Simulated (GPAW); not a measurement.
# honeycomb SnTe monolayer: simulated STM images

Wanted: filled- and empty-state images of honeycomb SnTe monolayer, with its work function.

Method: GPAW, PAW setups; layer in a repeated cell with vacuum, relaxation of atoms and in-plane cell, in the first sound run; inputs show where later runs differ, in GPAW 26.7.0.

This is a report of a sequence of runs, with most program output left out.

**1. Set-up**

The cell holds 2 atoms: 1 Te and 1 Sn. Cell: a = 4.180 Å, b = 4.180 Å, c = 15.690 Å, α = 90.0°, β = 90.0°, γ = 120.0°. Vacuum lies along c.

**2. Relaxation**

Forces are removed first; all later runs use this geometry.

The input, run.py:

```python
import json
import numpy as np
from ase import Atoms
from ase.filters import FrechetCellFilter
from ase.optimize import BFGS
from gpaw import GPAW, PW

slab = Atoms(
    ['Te', 'Sn'],
    positions=[
        [2.09000, 1.20666, 7.00000],
        [-0.00000, 2.41332, 8.69000]],
    cell=[[4.18, 0.0, 0.0], [-2.09, 3.61999, 0.0], [0.0, 0.0, 15.69]],
    pbc=[True, True, True])

slab.calc = GPAW(mode=PW(600), xc='PBE', kpts={'size': (9, 9, 1), 'gamma': True},
                 occupations={'name': 'fermi-dirac', 'width': 0.05}, nbands='200%',
                 convergence={'density': 1e-05}, maxiter=200,
                 symmetry={'tolerance': 1e-3}, txt='slab.txt')
result = {}
# The in-plane cell is free; stress needs a cell that repeats along all three vectors
path = []
opt = BFGS(FrechetCellFilter(slab, mask=[1, 1, 0, 0, 0, 1]), maxstep=0.2)
opt.attach(lambda: path.append((slab.get_potential_energy(), slab.positions.tolist(), slab.get_forces().tolist())))
result['relaxed'] = bool(opt.run(fmax=0.02, steps=45))
result['path'] = path
result['cell'] = slab.cell.tolist()
print('in-plane lattice', slab.cell.cellpar().round(4)[[0, 1, 5]])
energy = slab.get_potential_energy()
fermi = slab.calc.get_fermi_level()
v = slab.calc.get_electrostatic_potential().mean((0, 1)) - fermi
n = slab.calc.get_pseudo_density().mean((0, 1))
L = slab.cell[2, 2]
z = np.arange(len(v)) * L / len(v)
low, high = slab.positions[:, 2].min(), slab.positions[:, 2].max()
below, above = np.interp([low - 4.8, high + 4.8], z, v)
slopes = [np.interp(x, z, np.gradient(v, z)) for x in (low - 4.8, high + 4.8)]
eps = np.array([[slab.calc.get_eigenvalues(k, s) for k in range(len(slab.calc.get_ibz_k_points()))]
                for s in range(slab.calc.get_number_of_spins())]) - fermi
top, bottom = eps[eps < 0].max(), eps[eps > 0].min()
dipole = slab.get_dipole_moment()[2]
print(f'energy {energy:.4f} eV, Fermi level {fermi:.4f} eV, dipole {dipole:.5f} e A')
print(f'potential 4.8 A off the faces, from the Fermi level: lower {below:.4f} eV, upper {above:.4f} eV')
print(f'slope of the potential there: lower {slopes[0]:.5f}, upper {slopes[1]:.5f} eV/A')
print(f'nearest levels on the mesh: {top:.4f} and {bottom:.4f} eV')
print('magnetic moment', round(slab.get_magnetic_moment(), 3))
result.update(energy=energy, fermi=fermi, dipole=dipole, below=below, above=above, slopes=slopes, edges=[top, bottom],
              z=z.tolist(), v=v.tolist(), n=n.tolist(), positions=slab.positions.tolist(),
              forces=slab.get_forces(apply_constraint=False).tolist(), moments=slab.get_magnetic_moments().tolist())
json.dump(result, open('result.json', 'w'))
```

Launch:

```console
$ OMP_NUM_THREADS=1 OPENBLAS_NUM_THREADS=1 python run.py
```

The job ended after 63 s (1 thread of Arm Neoverse V2, shared host; peak memory 0.31 GiB).

This step gave:

```
dipole along the normal                    : 0.06205 e·Å
levels nearest the Fermi level on the mesh : -0.9445, 0.9647 eV from the Fermi level
```

The electrostatic potential energy of an electron (without an applied field's), less the Fermi level, planar mean by z:

```csv
z (Å),"electrostatic potential energy of an electron (without an applied field's), less the Fermi level, planar mean (eV)"
0.0,4.36
0.5,4.38
1.0,4.40
1.5,4.43
2.0,4.45
2.5,4.47
3.0,4.50
3.5,4.52
4.0,4.53
4.5,4.52
5.0,4.40
5.5,3.87
6.0,1.73
6.5,-5.42
7.0,-14.0
7.5,-7.25
8.0,-4.57
8.5,-11.0
9.0,-8.70
9.5,-0.554
10.0,2.69
10.5,3.70
11.0,4.02
11.5,4.12
12.0,4.17
12.5,4.20
13.0,4.23
13.5,4.25
14.0,4.28
14.5,4.30
15.0,4.32
15.5,4.35
```

The pseudo valence density, planar mean by z:

z (Å), pseudo valence density, planar mean (e/Å³) and a bar from the least value:
```
     0.00      0.000 
     0.52      0.000 
     1.05      0.000 
     1.57      0.000 
     2.09      0.000 
     2.62      0.000 
     3.14      0.000 
     3.66      0.000 
     4.36      0.001 
     4.88      0.006 
     5.40      0.024 #
     5.93      0.092 ###
     6.45      0.218 ########
     6.97      0.086 ###
     7.50      0.274 #########
     8.02      0.307 ###########
     8.54      0.870 ##############################
     9.07      0.483 #################
     9.59      0.116 ####
    10.11      0.035 #
    10.63      0.010 
    11.16      0.003 
    11.85      0.000 
    12.38      0.000 
    12.90      0.000 
    13.42      0.000 
    13.95      0.000 
    14.47      0.000 
    14.99      0.000 
    15.52      0.000
```

The relaxation lowered the energy of the cell by 1.6e-4 eV (energies extrapolated to zero smearing; the optimiser's log prints free energies). The largest force left on a free atom is 0.0058 eV/Å.

**3. The slab's potential**

The work function is the vacuum plateau of the electrostatic potential less the Fermi level; a dipole layer lets the two faces have plateaus of their own.

This step: GPAW, PAW setups; slab in vacuum (GPAW 26.7.0).

The input, run.py:

```python
import json
import numpy as np
from ase import Atoms
from ase.dft.stm import STM
from gpaw import GPAW, PW

slab = Atoms(
    ['Te', 'Sn'],
    positions=[
        [2.08763, 1.20529, 7.00000],
        [-0.00000, 2.41059, 8.68563]],
    cell=[[4.17527, -0.0, 0.0], [-2.08763, 3.61589, 0.0], [0.0, 0.0, 15.6856]],
    pbc=[True, True, False])

slab.calc = GPAW(mode=PW(400), xc='PBE', kpts={'size': (9, 9, 1), 'gamma': True},
                 occupations={'name': 'fermi-dirac', 'width': 0.05}, nbands='200%',
                 convergence={'density': 1e-05}, maxiter=200,
                 poissonsolver={'dipolelayer': 'xy'},
                 symmetry={'tolerance': 1e-3}, txt='slab.txt')
result = {}
energy = slab.get_potential_energy()
fermi = slab.calc.get_fermi_level()
v = slab.calc.get_electrostatic_potential().mean((0, 1)) - fermi
n = slab.calc.get_pseudo_density().mean((0, 1))
L = slab.cell[2, 2]
z = np.arange(len(v)) * L / len(v)
low, high = slab.positions[:, 2].min(), slab.positions[:, 2].max()
below, above = np.interp([low - 4.8, high + 4.8], z, v)
slopes = [np.interp(x, z, np.gradient(v, z)) for x in (low - 4.8, high + 4.8)]
eps = np.array([[slab.calc.get_eigenvalues(k, s) for k in range(len(slab.calc.get_ibz_k_points()))]
                for s in range(slab.calc.get_number_of_spins())]) - fermi
top, bottom = eps[eps < 0].max(), eps[eps > 0].min()
dipole = slab.get_dipole_moment()[2]
print(f'energy {energy:.4f} eV, Fermi level {fermi:.4f} eV, dipole {dipole:.5f} e A')
print(f'potential 4.8 A off the faces, from the Fermi level: lower {below:.4f} eV, upper {above:.4f} eV')
print(f'slope of the potential there: lower {slopes[0]:.5f}, upper {slopes[1]:.5f} eV/A')
print(f'nearest levels on the mesh: {top:.4f} and {bottom:.4f} eV')
print('magnetic moment', round(slab.get_magnetic_moment(), 3))
result.update(energy=energy, fermi=fermi, dipole=dipole, below=below, above=above, slopes=slopes, edges=[top, bottom],
              z=z.tolist(), v=v.tolist(), n=n.tolist(), positions=slab.positions.tolist(),
              forces=slab.get_forces(apply_constraint=False).tolist(), moments=slab.get_magnetic_moments().tolist())

# Images need the states of the whole zone, up to time reversal
slab.calc = slab.calc.fixed_density(symmetry={'point_group': False}, txt='states.txt', nbands='260%',
                                    convergence={'bands': 'CBM+0.8'})
stm = STM(slab)
result['stm'] = []
for bias in [-0.5, 0.5]:
    height = high + 4.0
    current = stm.get_averaged_current(bias, height)
    x, y, h = stm.scan(bias, current)
    i, f = divmod(height / L * stm.ldos.shape[2], 1)
    I = abs((1 - f) * stm.ldos[:, :, int(i)] + f * stm.ldos[:, :, int(i) + 1])
    print(f'bias {bias} V: mean current at 4.0 A {current:.4e}, corrugation {np.ptp(h):.4f} A')
    result['stm'].append(dict(bias=bias, current=current, h=(h - high).tolist(), I=I.tolist()))
json.dump(result, open('result.json', 'w'))
```

Wall time 48 s (1 thread); peak memory 0.32 GiB.

Numbers from this step:

```
dipole along the normal                    : 0.04439 e·Å
levels nearest the Fermi level on the mesh : -0.9431, 0.9618 eV from the Fermi level
upper work function                        : 4.092 eV
lower work function                        : 4.626 eV
upper ionisation energy                    : 5.035 eV
```

The electrostatic potential energy of an electron (without an applied field's), less the Fermi level, planar mean by z:

```csv
z (Å),"electrostatic potential energy of an electron (without an applied field's), less the Fermi level, planar mean (eV)"
0,4.36
1,4.63
2,4.63
3,4.63
4,4.61
5,4.44
6,1.70
7,-14.1
8,-4.61
9,-8.68
10,2.68
11,3.97
12,4.08
13,4.09
14,4.09
15,4.09
```

Table of pseudo valence density, planar mean by z:

z (Å), pseudo valence density, planar mean (e/Å³) and a bar from the least value:
```
     0.00      0.000 
     0.42      0.000 
     0.84      0.000 
     1.25      0.000 
     1.67      0.000 
     2.09      0.000 
     2.51      0.000 
     2.93      0.000 
     3.35      0.000 
     3.76      0.000 
     4.18      0.001 
     4.60      0.003 
     5.02      0.008 
     5.44      0.026 #
     5.86      0.077 ###
     6.27      0.184 ######
     6.69      0.179 ######
     7.11      0.112 ####
     7.53      0.279 #########
     7.95      0.292 ##########
     8.37      0.614 ####################
     8.78      0.905 ##############################
     9.20      0.314 ##########
     9.62      0.108 ####
    10.04      0.041 #
    10.46      0.015 #
    10.88      0.005 
    11.29      0.002 
    11.71      0.001 
    12.13      0.000 
    12.55      0.000 
    12.97      0.000 
    13.38      0.000 
    13.80      0.000 
    14.22      0.000 
    14.64      0.000 
    15.06      0.000 
    15.48      0.000
```

The layer is gapped, so the Fermi level lies somewhere inside the gap, set by smearing and numerics, and these work functions are no property of the material; the band edges below the vacuum level are. The potential is flat to 6.5e-4 eV/Å where it is read, so the vacuum is wide enough. At -0.5 and 0.5 V the search found no usable constant-current contour near the set height, since the window lies inside the gap and carries no current, so the printed corrugation is no image; it is left out.

**4. A changed run**

One more run, with changed settings.

run.py: that of step 3 with these lines changed.

```diff
@@ -3,3 +3,2 @@
 from ase import Atoms
-from ase.dft.stm import STM
 from gpaw import GPAW, PW
@@ -15,4 +14,4 @@
 slab.calc = GPAW(mode=PW(400), xc='PBE', kpts={'size': (9, 9, 1), 'gamma': True},
-                 occupations={'name': 'fermi-dirac', 'width': 0.05}, nbands='200%',
-                 convergence={'density': 1e-05}, maxiter=200,
+                 occupations={'name': 'fermi-dirac', 'width': 1.0}, nbands='200%',
+                 convergence={'density': 1e-05}, maxiter=100,
                  poissonsolver={'dipolelayer': 'xy'},
@@ -41,16 +40,2 @@
               forces=slab.get_forces(apply_constraint=False).tolist(), moments=slab.get_magnetic_moments().tolist())
-
-# Images need the states of the whole zone, up to time reversal
-slab.calc = slab.calc.fixed_density(symmetry={'point_group': False}, txt='states.txt', nbands='260%',
-                                    convergence={'bands': 'CBM+0.8'})
-stm = STM(slab)
-result['stm'] = []
-for bias in [-0.5, 0.5]:
-    height = high + 4.0
-    current = stm.get_averaged_current(bias, height)
-    x, y, h = stm.scan(bias, current)
-    i, f = divmod(height / L * stm.ldos.shape[2], 1)
-    I = abs((1 - f) * stm.ldos[:, :, int(i)] + f * stm.ldos[:, :, int(i) + 1])
-    print(f'bias {bias} V: mean current at 4.0 A {current:.4e}, corrugation {np.ptp(h):.4f} A')
-    result['stm'].append(dict(bias=bias, current=current, h=(h - high).tolist(), I=I.tolist()))
 json.dump(result, open('result.json', 'w'))
```

The job ended after 15 s (1 thread; peak memory 0.19 GiB).

The run finished. A setting was moved off its sound value on purpose, so it serves as a test and not as the result.

The fault put into the input: a smearing of electronvolts (width = 1.0).

The two runs compared:

```csv
quantity,this run,sound run,difference
dipole along the normal (e·Å),0.011853,0.044390,-0.0325
```

The two runs differ clearly in the dipole along the normal: 0.0119 e·Å against 0.0444 e·Å.

**5. Outcome**

```
work function, upper and lower face (Fermi level placed in the gap by the smearing) : 4.092 and 4.626 eV
ionisation energy from the upper face (highest filled level on the mesh)            : 5.03 eV
electron affinity from the upper face (lowest empty Kohn-Sham level on the mesh)    : 3.13 eV
dipole along the normal                                                             : 0.0444 e Å
```

With plane waves and PBE the ionisation energy from the upper face is 5.03 eV and the Kohn-Sham electron affinity 3.13 eV. The two faces differ by 0.53 eV, the step that the slab's dipole makes (e p/(ε0 A) gives 0.53 eV), so the dipole layer is needed. The levels nearest the Fermi level on the mesh lie 1.90 eV apart, so the slab is gapped there: the smearing puts the Fermi level inside the gap, and from either face the ionisation energy is the work function plus 0.94 eV. Both are Kohn-Sham levels on the mesh, and semilocal gaps are too small, so the affinity tends to come out too large and the ionisation energy too small. With elements this heavy, spin-orbit coupling can move band edges by tenths of an eV. The relaxation of atoms and cell ran in a fully periodic cell without the dipole layer, so the atoms of this polar layer felt a small spurious field. The layer's cell and atoms come from the relaxation; spin-orbit coupling and temperature are left out.

[Logs are printed without paths, hosts, clocks, repeated set-up lines and the standing remarks that a program may print on its own settings, such as how far it seeks lower states.]

[Hosts, paths, dates, database ids (printed as entryN), source tags and the programs' standing remarks are cut or masked in the printed files.]
